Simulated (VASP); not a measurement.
# SiC (R3m) in VASP: relaxation of cell and atoms with PBE

Aim: the relaxation of cell and atoms of SiC with PBE.

Everything below comes from runs of VASP 6.6.1. Logs are shortened: lines on timing, memory, paths and dates and some standing lists are left out, and cuts for length are marked.

## Step 1: The structure

Symmetry: F-43m, No. 216, cubic system. The conventional cell has a = 4.359 Å, b = 4.359 Å, c = 4.359 Å, α = 90.00°, β = 90.00°, γ = 90.00°. Around Si (site symmetry -43m) lie 4 C at 1.89 Å. C (site symmetry -43m) is surrounded by 4 Si at 1.89 Å.

The cell was built by a generator and needn't be a form met in nature.

## Step 2: Relaxation of cell and atoms, PBE

Contents of INCAR:

```
SYSTEM = SiC
PREC     = Accurate       ! precision mode
ENCUT    = 600            ! plane-wave cutoff, eV
EDIFF    = 1E-7           ! SCF threshold, eV
ISMEAR   = -1             ! smearing method
SIGMA    = 0.05           ! smearing width, eV
LREAL    = .False.        ! projectors in reciprocal space
LASPH    = .True.         ! aspherical terms in the spheres
NELM     = 60             ! most SCF steps
ALGO     = Normal         ! electronic algorithm
ISIF     = 3              ! what is computed and relaxed
LWAVE    = .False.        ! write WAVECAR
LCHARG   = .False.        ! write CHGCAR
GGA      = PE             ! functional
IBRION   = 2              ! ionic algorithm
NSW      = 40             ! ionic steps
EDIFFG   = -0.02          ! ionic threshold
KPAR     = 4
```

Contents of KPOINTS:

```
regular mesh
0
Gamma
  10 10 4
  0 0 0
```

Contents of POSCAR:

```
SiC
1.0
    3.0800000000      0.0000000000      0.0000000000
   -1.5400000000      2.6673582437      0.0000000000
    0.0000000000      0.0000000000      7.5600000000
Si C
3 3
Direct
    0.0000000000      0.0000000000      0.0000000000
    0.3333333333      0.6666666667      0.3333333333
    0.6666666667      0.3333333333      0.6666666667
    0.0000000000      0.0000000000      0.2500000000
    0.3333333333      0.6666666667      0.5833333333
    0.6666666667      0.3333333333      0.9166666667
```

Potentials or basis: VASP PAW PBE potentials, release 64 (Si, C).

Command:

```bash
$ cat potpaw_PBE.64/Si/POTCAR potpaw_PBE.64/C/POTCAR > POTCAR
$ mpirun -np 4 vasp_std > vasp.out
```

OUTCAR:

```text
SYSTEM = SiC
   PREC = Accurate
   ENCUT = 600
   EDIFF = 1E-7
   ISMEAR = -1
   LREAL = .False.
   LASPH = .True.
   NELM = 60
   ISIF = 3
   GGA = PE
   IBRION = 2
   NSW = 40
   EDIFFG = -0.02

 ion  position               nearest neighbor table
   1  0.000  0.000  0.000-   6 1.89   6 1.89   6 1.89   4 1.89   3 3.08   2 3.08   3 3.08   2 3.08
                             2 3.08   3 3.08
   2  0.333  0.667  0.333-   4 1.89   4 1.89   4 1.89   5 1.89   1 3.08   1 3.08   1 3.08   3 3.08
                             3 3.08   3 3.08
   3  0.667  0.333  0.667-   5 1.89   5 1.89   5 1.89   6 1.89   1 3.08   1 3.08   1 3.08   2 3.08
                             2 3.08   2 3.08
   4  0.000  0.000  0.250-   2 1.89   2 1.89   2 1.89   1 1.89
   5  0.333  0.667  0.583-   3 1.89   3 1.89   3 1.89   2 1.89
   6  0.667  0.333  0.917-   1 1.89   1 1.89   1 1.89   3 1.89

  LATTYP: Found a hexagonal cell.
 ALAT       =     3.0800000000
 C/A-ratio  =     2.4545454545

  Lattice vectors:

 A1 = (   3.0800000000,   0.0000000000,   0.0000000000)
 A2 = (  -1.5400000000,   2.6673582437,   0.0000000000)
 A3 = (   0.0000000000,   0.0000000000,   7.5600000000)

Analysis of symmetry for initial positions (statically):
=====================================================================
 Subroutine PRICEL returns following result:

  LATTYP: Found a trigonal (rhomboedric) cell.
 ALAT       =     3.0842395062
 COS(alpha) =     0.5013736263

  Lattice vectors:

 A1 = (   1.5399999998,  -0.8891194145,   2.5199999997)
 A2 = (  -0.0000000002,   1.7782388292,   2.5199999997)
 A3 = (  -1.5399999997,  -0.8891194147,   2.5200000005)

   3 primitive cells build up your supercell.

 Routine SETGRP: Setting up the symmetry group for a
 hexagonal supercell.

 Subroutine GETGRP returns: Found  6 space group operations
 (whereof  6 operations were pure point group operations)
 out of a pool of 24 trial point group operations.

The static configuration has the point symmetry C_3v.

Analysis of symmetry for dynamics (positions and initial velocities):
=====================================================================
 Subroutine PRICEL returns following result:

  LATTYP: Found a trigonal (rhomboedric) cell.
 ALAT       =     3.0842395062
 COS(alpha) =     0.5013736263

  Lattice vectors:

 A1 = (   1.5399999998,  -0.8891194145,   2.5199999997)
 A2 = (  -0.0000000002,   1.7782388292,   2.5199999997)
 A3 = (  -1.5399999997,  -0.8891194147,   2.5200000005)

   3 primitive cells build up your supercell.

 Routine SETGRP: Setting up the symmetry group for a
 hexagonal supercell.

 Subroutine GETGRP returns: Found  6 space group operations
 (whereof  6 operations were pure point group operations)
 out of a pool of 24 trial point group operations.

The dynamic configuration has the point symmetry C_3v.

 Subroutine INISYM returns: Found  6 space group operations
 (whereof  6 operations are pure point group operations),
 and found     3 'primitive' translations

----------------------------------------------------------------------------------------

                                     Primitive cell

  volume of cell :      20.7030

  direct lattice vectors                    reciprocal lattice vectors
     1.540000000 -0.889119414  2.520000000     0.324675325 -0.187451386  0.132275132
    -0.000000000  1.778238829  2.520000000    -0.000000000  0.374902772  0.132275132
    -1.540000000 -0.889119415  2.520000001    -0.324675325 -0.187451386  0.132275132

  length of vectors
     3.084239506  3.084239506  3.084239507     0.397553517  0.397553517  0.397553517

  position of ions in fractional coordinates (direct lattice)
     0.000000000  0.000000000  0.000000000
     0.250000000  0.250000000  0.250000000

  ion indices of the primitive-cell ions
   primitive index   ion index
                 1           1
                 2           4

----------------------------------------------------------------------------------------

 KPOINTS: regular mesh

Automatic generation of k-mesh.
 Grid dimensions read from file:
 generate k-points for:   10   10    4

 Generating k-lattice:

  Cartesian coordinates                     Fractional coordinates (reciprocal lattice)
     0.032467532  0.018745139  0.000000000     0.100000000  0.000000000  0.000000000
     0.000000000  0.037490277  0.000000000     0.000000000  0.100000000  0.000000000
     0.000000000  0.000000000  0.033068783     0.000000000  0.000000000  0.250000000

  Length of vectors
     0.037490277  0.037490277  0.033068783

  Shift w.r.t. Gamma in fractional coordinates (k-lattice)
     0.000000000  0.000000000  0.000000000

 Subroutine IBZKPT returns following result:
 ===========================================

 Found     50 irreducible k-points:

 Following reciprocal coordinates:
            Coordinates               Weight
  0.000000  0.000000  0.000000      1.000000
  0.100000  0.000000  0.000000      6.000000
  0.200000  0.000000  0.000000      6.000000
  0.300000 -0.000000  0.000000      6.000000
  0.400000 -0.000000  0.000000      6.000000
  0.500000 -0.000000  0.000000      3.000000
[... 16 lines left out ...]
  0.000000  0.400000  0.250000      6.000000
  0.500000 -0.000000  0.250000      6.000000
 [... further k-points ...]
   k-points           NKPTS =     50   k-points in BZ     NKDIM =     50   number of bands    NBANDS=     16
   number of dos      NEDOS =    301   number of ions     NIONS =      6
   total plane-waves  NPLWV =  47040
   dimension x,y,z NGX =    28 NGY =   28 NGZ =   60
   dimension x,y,z NGXF=    56 NGYF=   56 NGZF=  120
   ions per type =               3   3
   NGX,Y,Z   is equivalent  to a cutoff of  15.11, 15.11, 13.19 a.u.
   NGXF,Y,Z  is equivalent  to a cutoff of  30.23, 30.23, 26.39 a.u.
 SYSTEM =  SiC
   PREC   = accura    normal or accurate (medium, high low for compatibility)
   ISTART =      0    job   : 0-new  1-cont  2-samecut
   ICHARG =      2    charge: 1-file 2-atom 10-const
   ISPIN  =      1    spin polarized calculation?
   LNONCOLLINEAR =      F non collinear calculations
   LSORBIT =      F    spin-orbit coupling
   LASPH  =      T    aspherical Exc in radial PAW
   ENCUT  =  600.0 eV  44.10 Ry    6.64 a.u.   6.15  6.15 15.10*2*pi/ulx,y,z
   NELM   =     60;   NELMIN=  2; NELMDL= -5     # of ELM steps
   EDIFF  = 0.1E-06   stopping-criterion for ELM
   LREAL  =      F    real-space projection
   EDIFFG = -.2E-01   stopping-criterion for IOM
   NSW    =     40    number of steps for IOM
   IBRION =      2    ionic relax: 0-MD 1-quasi-New 2-CG
   NFREE  =      1    steps in history (QN), initial steepest desc. (CG)
   ISIF   =      3    stress and relaxation
   ISYM   =      2    0-nonsym 1-usesym 2-fastsym
   POTIM  = 0.5000    time-step for ionic-motion
   TEBEG  =    0.0;   TEEND  =   0.0 temperature during run
   PSTRESS=    0.0 pullay stress
   NELECT =      24.0000    total number of electrons
   NUPDOWN=      -1.0000    fix difference up-down
   EMIN   =  10.00;   EMAX   =-10.00  energy-range for DOS
   EFERMI =   0.00;   METHOD = LEGACY
   ISMEAR =    -1;   SIGMA  =   0.05  broadening in eV -4-tet -1-fermi 0-gaus
   EFERMI_NEDOS =   21; number of points for ismear=-14 and -15
   IALGO  =     38    algorithm
   IMIX   =      4    mixing-type and parameters
     AMIX     =   0.40;   BMIX     =  1.00
     AMIX_MAG =   1.60;   BMIX_MAG =  1.00
  volume/ion in A,a.u.               =      10.35        69.86
  Fermi-wavevector in a.u.,A,eV,Ry     =   1.192415  2.253337 19.345479  1.421853
  Thomas-Fermi vector in A             =   2.328453
   LORBIT       =      0    0 simple, 1 ext, 2 COOP (PROOUT), +10 PAW based schemes
   GGA     = PE    functional components
   LHFCALC =     F    Hartree Fock is set to
   AEXX    =    0.0000 exact exchange contribution
   IVDW    =     0    specifies the selected vdW correction
   LEPSILON=     F    determine dielectric tensor
   LRPA    =     F    only Hartree local field effects (RPA)
 conjugate gradient relaxation of ions
 non-spin polarized calculation
  energy-cutoff  :      600.00
  volume of cell :       62.11
 maximum number of plane-waves:      2090
 NGX is ok and might be reduce to    28
   NGX = 13   NGY = 13   NGZ = 31

--------------------------------------- Ionic step        1  -------------------------------------------

 number of electron      24.0000001 magnetization

 Free energy of the ion-electron system (eV)
  ---------------------------------------------------
  ext. energy  EPLUGINS =         0.00000000
  ---------------------------------------------------
  free energy    TOTEN  =       -45.17796063 eV

  energy without entropy =      -45.17796059  energy(sigma->0) =      -45.17796061

------------------------ aborting loop because EDIFF is reached ----------------------------------------

  FORCE on cell =-STRESS in cart. coord.  units (eV):
  Direction    XX          YY          ZZ          XY          YZ          ZX
  --------------------------------------------------------------------------------------
  -------------------------------------------------------------------------------------
  Total        1.2908828      1.2908828      0.8515180      0.0000000      0.0000000      0.0000000
  in kB       33.2999477     33.2999477     21.9659779      0.0000000      0.0000000      0.0000000
  external PRESSURE =      29.5219578 kB  Pullay stress =       0.0000000 kB
[... 65 lines left out ...]
  energy  without entropy=      -45.1776113532  energy(sigma->0) =      -45.17761137

--------------------------------------- Ionic step        3  -------------------------------------------

 number of electron      24.0000001 magnetization

 Free energy of the ion-electron system (eV)
  ---------------------------------------------------
  ext. energy  EPLUGINS =         0.00000000
  ---------------------------------------------------
  free energy    TOTEN  =       -45.18592431 eV

  energy without entropy =      -45.18592427  energy(sigma->0) =      -45.18592429

 E-fermi :   8.6578     XC(G=0): -11.2948

 val. band max:        7.9523476943   @ k =   0.0000   0.0000   0.0000
 cond. band min:       9.3194740288   @ k =   0.5000  -0.0000   0.0000
 fundamental gap:      1.3671263345
 Fermi energy:         8.6578083730

 k-point     1 :       0.0000    0.0000    0.0000
  band No.  band energies     occupation
      1      -7.3439      2.00000
      2      -5.3042      2.00000
      3      -5.3042      2.00000
      4       1.8143      2.00000
      5       1.8143      2.00000
      6       7.1119      2.00000
[... 8 lines left out ...]
     15      14.0179      0.00000
     16      15.1608      0.00000
[... 420 lines left out ...]
  band No.  band energies     occupation
      1      -3.7995      2.00000
      2      -3.4455      2.00000
      3      -2.6304      2.00000
      4      -0.3051      2.00000
      5       0.5568      2.00000
      6       0.9349      2.00000
[... 8 lines left out ...]
     15      12.7066      0.00000
     16      13.4948      0.00000

 [... further k-points ...]

------------------------ aborting loop because EDIFF is reached ----------------------------------------

  FORCE on cell =-STRESS in cart. coord.  units (eV):
  Direction    XX          YY          ZZ          XY          YZ          ZX
  --------------------------------------------------------------------------------------
  -------------------------------------------------------------------------------------
  Total        0.0119515      0.0119515     -0.0216953      0.0000000     -0.0000000     -0.0000000
  in kB        0.3041587      0.3041587     -0.5521312      0.0000000     -0.0000000     -0.0000000
  external PRESSURE =       0.0187288 kB  Pullay stress =       0.0000000 kB
[... 21 lines left out ...]
  FREE ENERGIE OF THE ION-ELECTRON SYSTEM (eV)
  ---------------------------------------------------
  free  energy   TOTEN  =       -45.1859243123 eV

  energy  without entropy=      -45.1859242713  energy(sigma->0) =      -45.18592429

 reached required accuracy - stopping structural energy minimisation
```

Run time: 37 s. Hardware: 4 MPI ranks of Intel Xeon Platinum 8488C (Sapphire Rapids), shared host; peak memory 0.23 GiB.

Results:

```
Free energy                            : -45.1859 eV
Relaxed volume                         : 10.49 Å³/atom
Relaxed cell                           : a = 3.096 Å, b = 3.096 Å, c = 7.585 Å, α = 90.00°, β = 90.00°, γ = 120.00°
Space group after relaxing (to 0.05 Å) : F-43m (No. 216)
Energy gained by relaxing              : 1.3 meV/atom
Ionic steps                            : 3
Pressure after relaxing                : 0.0 GPa
Largest force after relaxing           : 0.015 eV/Å
Band gap on the k mesh                 : 1.37 eV
```

Forces in eV/Å, atoms in the order of the input:
```
Si   0.000  0.000 -0.015
Si   0.000  0.000 -0.015
Si   0.000  0.000 -0.015
C    0.000  0.000  0.015
C    0.000  0.000  0.015
C    0.000  0.000  0.015
```

The path:
| step | energy change (eV) | largest force (eV/Å) | pressure (GPa) | volume (Å³) |
| --- | --- | --- | --- | --- |
| 1 | 0.0000 | 0.0195 | 2.95 | 62.11 |
| 2 | 0.0003 | 0.0461 | -2.87 | 63.84 |
| 3 | -0.0080 | 0.0146 | 0.00 | 62.96 |

Final structure:
```
CELL_PARAMETERS angstrom
3.09572 0.00000 0.00000
-1.54786 2.68097 0.00000
0.00000 0.00000 7.58545
ATOMIC_POSITIONS crystal
Si 0.00000 0.00000 0.00006
Si 0.33333 0.66667 0.33339
Si 0.66667 0.33333 0.66673
C 0.00000 0.00000 0.24994
C 0.33333 0.66667 0.58327
C 0.66667 0.33333 0.91661
```

Levels at points of the mesh, in eV from the valence-band top:
```csv
k point,band 10,band 11,band 12,band 13,band 14,band 15
"(0.00, 0.00, 0.00)",-0.01,0.00,0.00,5.56,5.56,6.07
"(0.50, 0.00, 0.00)",-2.77,-1.74,-1.74,1.37,4.27,4.80
"(0.00, 0.00, 0.50)",-0.33,-0.33,-0.33,5.31,6.22,6.22
"(0.50, 0.00, 0.50)",-2.75,-1.06,-1.05,2.72,2.72,5.30
```

A k mesh can miss the band edges. As with any semilocal functional, this PBE gap is likely too small.
